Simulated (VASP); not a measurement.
# Sb (P2_1/m) in VASP: further runs

One crystal, Sb, is run at these levels: PBE, RPBE; tasks: single point.

Program: VASP 6.6.1. These are calculated values, not measurements. Logs are shortened: lines on timing, memory, paths and dates and some standing lists are left out, and cuts for length are marked.

## 1. Starting point

The structure is monoclinic, space group P2_1/m (No. 11). The conventional cell has a = 4.528 Å, b = 4.421 Å, c = 6.500 Å, α = 90.00°, β = 101.72°, γ = 90.00°. Sb (site symmetry m) is surrounded by 3 Sb at 2.92 to 2.98 Å. Sb (site symmetry m) is surrounded by 3 Sb at 2.92 to 2.98 Å.

This isn't the form of Sb at room conditions, which is rhombohedral.

## 2. Single point, PBE

Input file INCAR:

```
PREC = Accurate
ENCUT = 520
EDIFF = 1E-7
ISMEAR = 0
SIGMA = 0.05
LREAL = F
LASPH = T
NELM = 80
ALGO = Fast
ISIF = 2
LWAVE = F
LCHARG = F
GGA = PE
NBANDS = 18
```

Input file KPOINTS:

```
Automatic mesh
0
Gamma
  6 6 4
```

Input file POSCAR:

```
Sb
1.0
    4.5277000000      0.0000000000      0.0000000000
    0.0000000000      4.4211000000      0.0000000000
   -1.3205190000      0.0000000000      6.3643480000
Sb
4
Cartesian
    0.6363018363      1.1052750000      4.3511137972
    3.2335794412      3.3158250000      4.8544573518
   -0.0263984412      1.1052750000      1.5098906482
    2.5708791637      3.3158250000      2.0132342028
```

Potentials or basis: VASP PAW PBE potentials, release 64 (Sb).

The run is started by

```bash
$ cat potpaw_PBE.64/Sb/POTCAR > POTCAR
$ mpirun -np 1 vasp_std > vasp.out
```

OUTCAR:

```text
PREC = Accurate
   ENCUT = 520
   EDIFF = 1E-7
   ISMEAR = 0
   LREAL = F
   LASPH = T
   NELM = 80
   ISIF = 2
   GGA = PE

 ion  position               nearest neighbor table
   1  0.340  0.250  0.684-   3 2.92   2 2.98   2 2.98   2 3.45   2 3.45   4 3.75   4 3.75
   2  0.937  0.750  0.763-   4 2.92   1 2.98   1 2.98   1 3.45   1 3.45   3 3.74   3 3.74
   3  0.063  0.250  0.237-   1 2.92   4 2.98   4 2.98   4 3.45   4 3.45   2 3.74   2 3.74
   4  0.660  0.750  0.316-   2 2.92   3 2.98   3 2.98   3 3.45   3 3.45   1 3.75   1 3.75

  LATTYP: Found a simple monoclinic cell.
 ALAT       =     4.5277000000
 B/A-ratio  =     0.9764560373
 C/A-ratio  =     1.4355853266
 COS(beta)  =    -0.2031599047

  Lattice vectors:

 A1 = (   4.5277000000,   0.0000000000,   0.0000000000)
 A2 = (   0.0000000000,   4.4211000000,   0.0000000000)
 A3 = (  -1.3205190000,   0.0000000000,   6.3643480000)

Analysis of symmetry for initial positions (statically):
=====================================================================
 Subroutine PRICEL returns:
 Original cell was already a primitive cell.

 Routine SETGRP: Setting up the symmetry group for a
 simple monoclinic supercell.

 Subroutine GETGRP returns: Found  4 space group operations
 (whereof  2 operations were pure point group operations)
 out of a pool of  4 trial point group operations.

The static configuration has the point symmetry S_2 .
 The point group associated with its full space group is C_2h.

Analysis of symmetry for dynamics (positions and initial velocities):
=====================================================================
 Subroutine PRICEL returns:
 Original cell was already a primitive cell.

 Routine SETGRP: Setting up the symmetry group for a
 simple monoclinic supercell.

 Subroutine GETGRP returns: Found  4 space group operations
 (whereof  2 operations were pure point group operations)
 out of a pool of  4 trial point group operations.

The dynamic configuration has the point symmetry S_2 .
 The point group associated with its full space group is C_2h.

 Subroutine INISYM returns: Found  4 space group operations
 (whereof  2 operations are pure point group operations),
 and found     1 'primitive' translations

----------------------------------------------------------------------------------------

                                     Primitive cell

[... 90 lines left out ...]
   LSORBIT =      F    spin-orbit coupling
   LASPH  =      T    aspherical Exc in radial PAW
   ENCUT  =  520.0 eV  38.22 Ry    6.18 a.u.   8.42  8.22 12.09*2*pi/ulx,y,z
   NELM   =     80;   NELMIN=  2; NELMDL= -5     # of ELM steps
   EDIFF  = 0.1E-06   stopping-criterion for ELM
   LREAL  =      F    real-space projection
   EDIFFG = 0.1E-05   stopping-criterion for IOM
   NSW    =      0    number of steps for IOM
   IBRION =     -1    ionic relax: 0-MD 1-quasi-New 2-CG
   NFREE  =      0    steps in history (QN), initial steepest desc. (CG)
   ISIF   =      2    stress and relaxation
   ISYM   =      2    0-nonsym 1-usesym 2-fastsym
   POTIM  = 0.5000    time-step for ionic-motion
   TEBEG  =    0.0;   TEEND  =   0.0 temperature during run
   PSTRESS=    0.0 pullay stress
   NELECT =      20.0000    total number of electrons
   NUPDOWN=      -1.0000    fix difference up-down
   EMIN   =  10.00;   EMAX   =-10.00  energy-range for DOS
   EFERMI =   0.00;   METHOD = LEGACY
   ISMEAR =     0;   SIGMA  =   0.05  broadening in eV -4-tet -1-fermi 0-gaus
   EFERMI_NEDOS =   21; number of points for ismear=-14 and -15
   IALGO  =     68    algorithm
   IMIX   =      4    mixing-type and parameters
     AMIX     =   0.40;   BMIX     =  1.00
     AMIX_MAG =   1.60;   BMIX_MAG =  1.00
  volume/ion in A,a.u.               =      31.85       214.93
  Fermi-wavevector in a.u.,A,eV,Ry     =   0.883143  1.668898 10.611741  0.779941
  Thomas-Fermi vector in A             =   2.003869
   LORBIT       =      0    0 simple, 1 ext, 2 COOP (PROOUT), +10 PAW based schemes
   GGA     = PE    functional components
   LHFCALC =     F    Hartree Fock is set to
   AEXX    =    0.0000 exact exchange contribution
   IVDW    =     0    specifies the selected vdW correction
   LEPSILON=     F    determine dielectric tensor
   LRPA    =     F    only Hartree local field effects (RPA)
 non-spin polarized calculation
 RMM-DIIS sequential band-by-band and
 Gauss-broadening in eV      SIGMA  =   0.05
  energy-cutoff  :      520.00
  volume of cell :      127.40
 maximum number of plane-waves:      3454
 NGX is ok and might be reduce to    36
   NGX = 17   NGY = 17   NGZ = 25

 number of electron      19.9999999 magnetization

 Free energy of the ion-electron system (eV)
  ---------------------------------------------------
  ext. energy  EPLUGINS =         0.00000000
  ---------------------------------------------------
  free energy    TOTEN  =       -16.09831599 eV

  energy without entropy =      -16.09739093  energy(sigma->0) =      -16.09785346

 E-fermi :   6.4652     XC(G=0):  -9.3101

 val. band max:        6.4520071722   @ k =   0.3333   0.0000  -0.0000
 cond. band min:       6.5053439059   @ k =   0.0000   0.3333   0.5000
 fundamental gap:      0.0533367338
 Fermi energy:         6.4651958443

 k-point     1 :       0.0000    0.0000    0.0000
  band No.  band energies     occupation
      1      -5.7821      2.00000
      2      -3.3610      2.00000
      3      -0.8772      2.00000
      4       0.0690      2.00000
      5       2.2275      2.00000
      6       3.0113      2.00000
[... 481 lines left out ...]
      5       2.6484      2.00000
      6       3.0456      2.00000
[... 10 lines left out ...]
     17      11.0731      0.00000
     18      11.8993      0.00000

 [... further k-points ...]
[... 5 lines left out ...]
  --------------------------------------------------------------------------------------
  -------------------------------------------------------------------------------------
  Total        0.0707461     -0.2204795      0.4520832      0.0000000      0.0000000      0.3068325
  in kB        0.8897152     -2.7727895      5.6854786      0.0000000      0.0000000      3.8587807
  external PRESSURE =       1.2674681 kB  Pullay stress =       0.0000000 kB

 VOLUME and BASIS-vectors are now :
 -----------------------------------------------------------------------------
  energy-cutoff  :      520.00
  volume of cell :      127.40
      direct lattice vectors                 reciprocal lattice vectors
     4.527700000  0.000000000  0.000000000     0.220862690  0.000000000  0.045826120
     0.000000000  4.421100000  0.000000000     0.000000000  0.226188053  0.000000000
    -1.320519000  0.000000000  6.364348000     0.000000000  0.000000000  0.157125286

 POSITION                                       TOTAL-FORCE (eV/Angst)
 -----------------------------------------------------------------------------------
      0.63630      1.10528      4.35111        -0.017924      0.000000      0.142072
      3.23358      3.31583      4.85446         0.091814      0.000000      0.034918
     -0.02640      1.10528      1.50989        -0.091814      0.000000     -0.034918
      2.57088      3.31583      2.01323         0.017924      0.000000     -0.142072
 -----------------------------------------------------------------------------------
    total drift:                                0.000000      0.000000     -0.000000

  FREE ENERGIE OF THE ION-ELECTRON SYSTEM (eV)
  ---------------------------------------------------
  free  energy   TOTEN  =       -16.0983159858 eV

  energy  without entropy=      -16.0973909332  energy(sigma->0) =      -16.09785346
```

OSZICAR:

```text
N       E                     dE             d eps       ncg     rms          rms(c)
DAV:   1     0.840675799110E+02    0.84068E+02   -0.67105E+03  2016   0.874E+02
DAV:   2    -0.103821859738E+02   -0.94450E+02   -0.91655E+02  2604   0.143E+02
DAV:   3    -0.160504309224E+02   -0.56682E+01   -0.56023E+01  2554   0.390E+01
DAV:   4    -0.161154787856E+02   -0.65048E-01   -0.64893E-01  2302   0.470E+00
DAV:   5    -0.161164919877E+02   -0.10132E-02   -0.10132E-02  2474   0.660E-01    0.390E+00
RMM:   6    -0.161040932552E+02    0.12399E-01   -0.10224E-02  2052   0.528E-01    0.234E+00
RMM:   7    -0.160978386479E+02    0.62546E-02   -0.18317E-02  2134   0.828E-01    0.106E-01
RMM:   8    -0.160981471229E+02   -0.30848E-03   -0.23369E-03  2245   0.347E-01    0.648E-02
RMM:   9    -0.160982890031E+02   -0.14188E-03   -0.63319E-04  2317   0.174E-01    0.264E-02
RMM:  10    -0.160983116273E+02   -0.22624E-04   -0.11823E-04  2316   0.781E-02    0.568E-03
RMM:  11    -0.160983156608E+02   -0.40335E-05   -0.32221E-05  2407   0.384E-02    0.451E-03
RMM:  12    -0.160983158401E+02   -0.17928E-06   -0.58985E-06  2370   0.166E-02    0.149E-03
RMM:  13    -0.160983159905E+02   -0.15038E-06   -0.12231E-06  2066   0.740E-03    0.614E-04
RMM:  14    -0.160983159858E+02    0.46382E-08   -0.24645E-07  1455   0.314E-03
   1 F= -.16098316E+02 E0= -.16097853E+02  d E =-.925053E-03
```

Wall time 69 s (1 thread of Intel Xeon Platinum 8488C (Sapphire Rapids), shared host); peak memory 0.28 GiB.

What came out:

```
Free energy            : -16.0983 eV
Pressure               : 0.1 GPa
Largest force          : 0.143 eV/Å
Band gap on the k mesh : none (metal or under the smearing width)
```

Forces on the atoms (eV/Å):
```
Sb  -0.018  0.000  0.142
Sb   0.092  0.000  0.035
Sb  -0.092  0.000 -0.035
Sb   0.018  0.000 -0.142
```

Spin-orbit coupling is left out, which matters for the levels of Sb.

## 3. Single point, PBE

Input file run.py:

```python
from ase.calculators.vasp import Vasp
from ase.dft.bandgap import bandgap
from ase.io import read

atoms = read('Sb.cif', primitive_cell=True, subtrans_included=False)
calc = Vasp(
    directory='calc',
    xc='pbe',
    pp='PBE',
    setups='materialsproject',
    prec='Accurate',
    encut=520,
    ediff=1e-06,
    ismear=0,
    sigma=0.05,
    lreal=False,
    lasph=True,
    nelm=80,
    algo='Normal',
    isif=2,
    lwave=False,
    lcharg=False,
    kpts=[6, 6, 4],
    gamma=True,
    nbands=18,
)
atoms.calc = calc

print('energy (eV):', atoms.get_potential_energy())
print('free energy (eV):', atoms.get_potential_energy(force_consistent=True))
print('forces (eV/A):')
print(atoms.get_forces())
print('stress (eV/A^3, Voigt):', atoms.get_stress())
print('Fermi level (eV):', calc.get_fermi_level())
gap, top, bottom = bandgap(calc)
print('band gap (eV):', gap, 'from (spin, k, band)', top, 'to', bottom)
```

Input file Sb.cif:

```cif
data_Sb
_cell_length_a 4.52770000
_cell_length_b 4.42110000
_cell_length_c 6.49989968
_cell_angle_alpha 90.00000000
_cell_angle_beta 101.72180278
_cell_angle_gamma 90.00000000
_space_group_name_H-M_alt 'P2_1/m'
_space_group_name_Hall '-P 2yb'
_space_group_IT_number 11
loop_
_space_group_symop_operation_xyz
'x,y,z'
'-x,-y,-z'
'-x,y+1/2,-z'
'x,-y+1/2,z'
loop_
_atom_site_label
_atom_site_type_symbol
_atom_site_symmetry_multiplicity
_atom_site_Wyckoff_symbol
_atom_site_fract_x
_atom_site_fract_y
_atom_site_fract_z
_atom_site_occupancy
Sb1 Sb 2 e 0.3399300000 0.2500000000 0.6836700000 1
Sb2 Sb 2 e 0.9366380000 0.7500000000 0.7627580000 1
```

Potentials or basis: VASP PAW PBE potentials, release 64 (Sb).

The run is started by

```bash
$ python run.py
```

It took 49 s on 1 thread of Intel Xeon Platinum 8488C (Sapphire Rapids), shared host; peak memory 0.28 GiB.

It converged, with:

- Free energy: -16.0983 eV
- Pressure: 0.1 GPa
- Largest force: 0.143 eV/Å
- Band gap on the k mesh: none (metal or under the smearing width)

Forces in eV/Å, atoms in the order of the input:
```
Sb  -0.018  0.000  0.142
Sb   0.018  0.000 -0.142
Sb   0.092  0.000  0.035
Sb  -0.092  0.000 -0.035
```

Stress tensor (GPa, compression positive):
```
 0.09  0.00  0.39
 0.00 -0.28  0.00
 0.39  0.00  0.57
```

Levels at points of the mesh, in eV from the Fermi level:
```
           k point  band 8  band 9  band 10  band 11  band 12  band 13
(0.00, 0.00, 0.00)   -2.15   -1.40    -0.15     2.01     2.68     2.92
(0.50, 0.00, 0.00)   -1.10   -0.92    -0.70     0.26     1.09     1.26
(0.00, 0.50, 0.00)   -1.43   -1.12    -1.12     0.40     0.40     1.30
(0.50, 0.50, 0.00)   -3.52   -2.31    -2.31     0.83     0.83     4.97
(0.00, 0.00, 0.50)   -2.14   -1.75    -1.59     0.64     1.85     2.16
(0.50, 0.00, 0.50)   -1.05   -0.88    -0.71    -0.35     0.74     1.06
(0.00, 0.50, 0.50)   -1.63   -0.86    -0.86     0.11     0.11     0.95
(0.50, 0.50, 0.50)   -3.84   -1.29    -1.29     1.93     1.93     3.55
```

## 4. Single point, RPBE (atoms moved at random, drawn with an rms of 0.15 Å)

Input file INCAR:

```
  PREC = Accurate
  ENCUT = 500
  EDIFF = 1E-6
  ISMEAR = -1
  SIGMA = 0.005
  LREAL = False
  LASPH = True
  NELM = 60
  ALGO = Normal
  ISIF = 2
  LWAVE = False
  LCHARG = False
  GGA = RP
```

Input file KPOINTS:

```
Automatic mesh
0
Gamma
  3 3 2
```

Input file POSCAR:

```
Sb
1.0
    4.5277000000      0.0000000000      0.0000000000
    0.0000000000      4.4211000000      0.0000000000
   -1.3205190000      0.0000000000      6.3643480000
Sb
4
Direct
    0.3553520000      0.2579850000      0.6946600000
    0.9122820000      0.7353430000      0.7768030000
    0.0578330000      0.2406610000      0.2429360000
    0.6543840000      0.7750070000      0.3081220000
```

Potentials or basis: VASP PAW PBE potentials, release 54 (Sb).

The run is started by

```bash
$ cat potpaw_PBE.54/Sb/POTCAR > POTCAR
$ mpirun -np 1 vasp_std > vasp.out
```

Wall time 15 s (1 thread of Intel Xeon Platinum 8488C (Sapphire Rapids), shared host); peak memory 0.21 GiB.

The run converged, but some of its settings lie outside the range that counts as converged (typed here: ISMEAR = -1; SIGMA = 0.005; k = 3 × 3 × 2), so its numbers aren't taken as properties of the crystal.

What came out:

```yaml
Free_energy: -14.5779 eV
Pressure: 0.7 GPa
Largest_force: 0.693 eV/Å
Band_gap_on_the_k_mesh: 0.03 eV, indirect (least direct gap 0.26 eV)
```

Caveat: the k mesh is coarse (spacing up to 0.49 Å⁻¹), so the values aren't converged; the PAW data sets were made with another functional, which shifts forces and pressure a little; spin-orbit coupling is left out, which moves the levels of the heavy elements; an odd mesh through Γ misses points on the zone boundary, where band edges often lie.

## 5. For comparison

An earlier run on the cell as given: functional PBE; potentials or basis VASP PAW PBE potentials, release 64 (Sb); cutoff 520 eV; k mesh 6 × 6 × 4; occupations fermi-dirac, width 0.05 eV; no spin polarisation.

- Pressure: 0.1 GPa
- Largest force: 0.145 eV/Å
- Band gap on the k mesh: none (metal or under the smearing width)
